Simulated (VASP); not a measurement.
# CdS (Hawleyite) (F-43m) in VASP: notebook, part 3 of 3

VASP 6.6.1.

### 6 G0W0 quasiparticle levels, PBE

POSCAR reads:

```
CdS
1.0
    0.0000000000      2.9165000000      2.9165000000
    2.9165000000      0.0000000000      2.9165000000
    2.9165000000      2.9165000000      0.0000000000
Cd S
1 1
Direct
    0.0000000000      0.0000000000      0.0000000000
    0.7500000000      0.7500000000      0.7500000000
```

INCAR.step1 reads:

```
SYSTEM = CdS
PREC = Accurate
ENCUT = 450
EDIFF = 1E-8
ISMEAR = 0
SIGMA = 0.01
LREAL = .False.
LASPH = .True.
NELM = 60
ALGO = Fast
LWAVE = .True.
LCHARG = .False.
GGA = PE
```

INCAR.step2 reads:

```
SYSTEM = CdS
PREC = Accurate
ENCUT = 450
EDIFF = 1E-8
ISMEAR = 0
SIGMA = 0.01
LREAL = .False.
LASPH = .True.
NELM = 1
ALGO = Exact
LWAVE = .True.
LCHARG = .False.
GGA = PE
NBANDS = 306
LOPTICS = .True.
ISTART = 1
```

INCAR.step3 reads:

```
SYSTEM = CdS
PREC = Accurate
ENCUT = 450
EDIFF = 1E-8
ISMEAR = 0
SIGMA = 0.01
LREAL = .False.
LASPH = .True.
ALGO = EVGW0
LWAVE = .False.
LCHARG = .False.
GGA = PE
NELMGW = 1
NBANDS = 306
ENCUTGW = 200
NOMEGA = 48
PRECFOCK = Fast
ISTART = 1
NBANDSGW = 17
```

KPOINTS reads:

```
Automatic mesh
0
Gamma
  3 3 3
  0 0 0
```

Potentials or basis: VASP PAW PBE potentials, release 64 (Cd_GW, S_GW).

Started as:

```sh
> cat potpaw_PBE.64/Cd_GW/POTCAR potpaw_PBE.64/S_GW/POTCAR > POTCAR
> cp INCAR.step1 INCAR
> mpirun -np 1 vasp_std > vasp.out
> cp INCAR.step2 INCAR
> mpirun -np 1 vasp_std > vasp.out
> cp INCAR.step3 INCAR
> mpirun -np 1 vasp_std > vasp.out
```

OUTCAR:

```text
SYSTEM = CdS
   PREC = Accurate
   ENCUT = 450
   EDIFF = 1E-8
   ISMEAR = 0
   LREAL = .False.
   LASPH = .True.
   GGA = PE
   NELMGW = 1
   ENCUTGW = 200
   PRECFOCK = Fast
   ISTART = 1

 Found      4 irreducible k-points:

 Following reciprocal coordinates:
            Coordinates               Weight
  0.000000  0.000000  0.000000      1.000000
  0.333333  0.000000  0.000000      8.000000
  0.333333  0.333333  0.000000      6.000000
 -0.333333  0.333333  0.000000     12.000000
   k-points           NKPTS =      4   k-points in BZ     NKDIM =     27   number of bands    NBANDS=    306
   number of dos      NEDOS =    301   number of ions     NIONS =      2
   total plane-waves  NPLWV =  27000
   dimension x,y,z NGX =    30 NGY =   30 NGZ =   30
   dimension x,y,z NGXF=    60 NGYF=   60 NGZF=   60
   ions per type =               1   1
   NGX,Y,Z   is equivalent  to a cutoff of  12.09, 12.09, 12.09 a.u.
   NGXF,Y,Z  is equivalent  to a cutoff of  24.18, 24.18, 24.18 a.u.
 SYSTEM =  CdS
   PREC   = accura    normal or accurate (medium, high low for compatibility)
   ISTART =      1    job   : 0-new  1-cont  2-samecut
   ICHARG =      0    charge: 1-file 2-atom 10-const
   ISPIN  =      1    spin polarized calculation?
   LNONCOLLINEAR =      F non collinear calculations
   LSORBIT =      F    spin-orbit coupling
   LASPH  =      T    aspherical Exc in radial PAW
   ENCUT  =  450.0 eV  33.07 Ry    5.75 a.u.   7.13  7.13  7.13*2*pi/ulx,y,z
   NELM   =     60;   NELMIN=  2; NELMDL=  0     # of ELM steps
   EDIFF  = 0.1E-07   stopping-criterion for ELM
   LREAL  =      F    real-space projection
   EDIFFG = 0.1E-06   stopping-criterion for IOM
   NSW    =      0    number of steps for IOM
   IBRION =     -1    ionic relax: 0-MD 1-quasi-New 2-CG
   NFREE  =      0    steps in history (QN), initial steepest desc. (CG)
   ISIF   =      0    stress and relaxation
   ISYM   =      3    0-nonsym 1-usesym 2-fastsym
   POTIM  = 0.5000    time-step for ionic-motion
   TEBEG  =    0.0;   TEEND  =   0.0 temperature during run
   PSTRESS=    0.0 pullay stress
   NELECT =      18.0000    total number of electrons
   NUPDOWN=      -1.0000    fix difference up-down
   EMIN   =  10.00;   EMAX   =-10.00  energy-range for DOS
   EFERMI =   0.00;   METHOD = LEGACY
   ISMEAR =     0;   SIGMA  =   0.01  broadening in eV -4-tet -1-fermi 0-gaus
   EFERMI_NEDOS =   21; number of points for ismear=-14 and -15
   IALGO  =     38    algorithm
   IMIX   =      4    mixing-type and parameters
     AMIX     =   0.40;   BMIX     =  1.00
     AMIX_MAG =   1.60;   BMIX_MAG =  1.00
  volume/ion in A,a.u.               =      24.81       167.41
  Fermi-wavevector in a.u.,A,eV,Ry     =   1.167599  2.206442 18.548649  1.363287
  Thomas-Fermi vector in A             =   2.304097
   LORBIT       =      0    0 simple, 1 ext, 2 COOP (PROOUT), +10 PAW based schemes
   GGA     = PE    functional components
   LHFCALC =     T    Hartree Fock is set to
   PRECFOCK=fast      Normal, Fast or Accurate (Low or Medium for compatibility)
   ENCUT4O =  -1.0   cutoff for four orbital integrals eV
   NKREDX  =     1    reduce k-point grid by
   NKREDY  =     1    reduce k-point grid by
   NKREDZ  =     1    reduce k-point grid by
   AEXX    =    1.0000 exact exchange contribution
   HFSCREEN=    0.0000 screening length (either q_TF or 0.3 A-1)
   HFSCREENC=   0.0000 screening length for correlation (either q_TF or 0.3 A-1)
   ENCUTFOCK=  -1.0 apply spherical cutoff to Coloumb kernel
   IVDW    =     0    specifies the selected vdW correction
   LEPSILON=     F    determine dielectric tensor
   LRPA    =     F    only Hartree local field effects (RPA)
   LRPAFORCE           =     F    calculate RPA forces
   ENCUTGW             = 200.0    cutoff for response function in eV
   ENCUTGWSOFT         = 160.0    soft cutoff for Coulomb kernel in GW response function in eV
   ENCUTLF             =  -1.0    cutoff for local field effects
   NELMGW              =     1    number of iterations in solving QP/BSE equation
   NELMHF              =     1    number of iterations in the inner HF iteration
   NKREDLFX            =     1    NKREDLFY  =   1   NKREDLFZ  =   1
 non-spin polarized calculation
 Gauss-broadening in eV      SIGMA  =   0.01
  energy-cutoff  :      450.00
  volume of cell :       49.62
 maximum number of plane-waves:      1089
 NGX is ok and might be reduce to    30
  NGX = 16; NGY = 16; NGZ = 16
   NGX = 15   NGY = 15   NGZ = 15
 maximum number of plane-waves:       331

 QP shifts <psi_nk| G(iteration)W_0 |psi_nk>: iteration 1
 for sc-GW calculations column KS-energies equals QP-energies in previous step
 and V_xc(KS)=  KS-energies - (<T + V_ion + V_H > + <T+V_H+V_ion>^1  + <V_x>^1)

 k-point   1 :       0.0000    0.0000    0.0000
  band No.  KS-energies  QP-energies   sigma(KS)   V_xc(KS)     V^pw_x(r,r')   Z            occupation Imag(sigma)

      1      -9.6269     -10.1618     -13.8413     -12.9919     -20.9027       0.6298       2.0000       1.0183
      2      -5.0685      -6.9155     -17.8592     -15.1711     -22.9361       0.6871       2.0000       0.2980
      3      -5.0685      -6.9155     -17.8592     -15.1711     -22.9361       0.6871       2.0000       0.2980
      4      -5.0685      -6.9155     -17.8592     -15.1711     -22.9361       0.6871       2.0000       0.2980
      5      -4.5977      -6.5647     -18.3162     -15.4965     -23.2435       0.6976       2.0000       0.2674
      6      -4.5977      -6.5647     -18.3162     -15.4965     -23.2435       0.6976       2.0000       0.2674
[... 9 lines left out ...]
     16      14.1407      13.9169      -8.1927      -7.8901      -2.3983       0.7395       0.0000      -0.3798
     17      15.9596      15.7282      -7.5249      -7.2158      -2.1079       0.7490       0.0000      -0.4700
[... 46 lines left out ...]
      1      -9.0987      -9.7107     -14.6886     -13.7259     -21.5520       0.6356       2.0000       0.8922
      2      -4.8900      -6.7764     -17.9240     -15.2039     -22.9342       0.6935       2.0000       0.2938
      3      -4.8170      -6.7127     -18.1477     -15.4169     -23.1912       0.6942       2.0000       0.2964
      4      -4.6469      -6.6057     -18.2264     -15.4192     -23.1758       0.6978       2.0000       0.2754
      5      -4.5751      -6.5475     -18.3266     -15.5087     -23.2673       0.7000       2.0000       0.2698
      6      -4.0335      -5.8570     -18.2136     -15.5959     -23.1416       0.6966       2.0000       0.2950
[... 9 lines left out ...]
     16      17.1131      17.2763      -9.9401     -10.1620      -3.8311       0.7356       0.0000      -0.5640
     17      17.7266      17.9964     -10.6585     -11.0243      -4.1776       0.7375       0.0000      -0.7329
```

Wall time 95 s (1 thread of AMD EPYC 9R45 (Zen 5), shared host); peak memory 0.43 GiB.

The run converged, but some of its settings lie outside the range that counts as converged, so its numbers aren't taken as properties of the crystal.

What came out:

| Quantity | Value |
| --- | --- |
| Band gap on the k mesh, mean-field level | 1.10 eV, direct |
| Quasiparticle gap | 1.86 eV |
| Least direct quasiparticle gap | 1.86 eV |

Caveat: the k mesh is coarse (spacing up to 0.62 Å⁻¹), so the values aren't converged; bands, screening cutoff and mesh are small and nothing is extrapolated, so the quasiparticle values aren't converged.
